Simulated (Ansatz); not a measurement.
**WC: opening a crack plane**

WC, P-6m2, a = 2.922 Å, c = 2.847 Å. Ansatz: PBE, PAW, 420 eV, Γ-centred 23×23×7 mesh on 6 atoms, Gaussian smearing 0.15 eV; no spin polarisation. One cut on (001) per cell of 6 atoms is opened rigidly by x, between planes of W and C that stand 1.42 Å apart; y is the energy per area (7.393 Å², 1 eV/Å² = 16.02 J/m²).

```tsv
x (Å)	y (J/m²)
0.00	0.000
0.25	1.010
0.50	?
0.75	5.321
1.00	7.237
1.50	9.738
2.00	10.855
3.00	11.444
4.50	11.528
6.00	11.540
```

Q: Fit the universal binding curve y = W[1 − (1 + x/l) e^(−x/l)] to the other rows, give the peak stress, and predict the missing value.

A: Least squares gives W = 11.6 J/m² and l = 0.473 Å. The stress dy/dx peaks at x = l with W/(e l) = 90.2 GPa, for rigid faces. At x = 0.50: x/l = 1.057, y = 3.309 J/m². The run gave 3.098 J/m², so the fit is 0.211 J/m² too high, within twice the rms miss on the fitted rows (0.108 J/m²).

Spin–orbit coupling is left out, which can shift energies with elements as heavy as these.

Cost: 12 runs of about 26 core-minutes in all, on Intel Xeon Processor @ 2.50GHz (Skylake/Cascade Lake) (shared hosts).

Separating the W and C planes costs most of its energy within the first 2 Å, and the curve is almost flat by 4.50 Å. This is what short-range bonding should give: the cut severs W–C bonds built from W 5d and C 2p states, whose overlap decays roughly exponentially with distance. The large work of separation reflects the strength and density of these bonds across the plane, while metallic screening probably limits any long-range electrostatic tail between the unlike faces.

The misfit is systematic rather than random. The universal curve lies too high at 0.25 and 0.75 Å, as it does at the predicted point, and too low at 1.50 and 2.00 Å. The real interaction therefore has a shape that a single decay length doesn't fully capture. The computed energies rise most steeply between 0.50 and 0.75 Å, so the stress maximum probably lies somewhat beyond the fitted l, though its height is supported as an estimate. Because the cut leaves one W face and one C face, W gives only the sum of their surface energies, not either one separately.
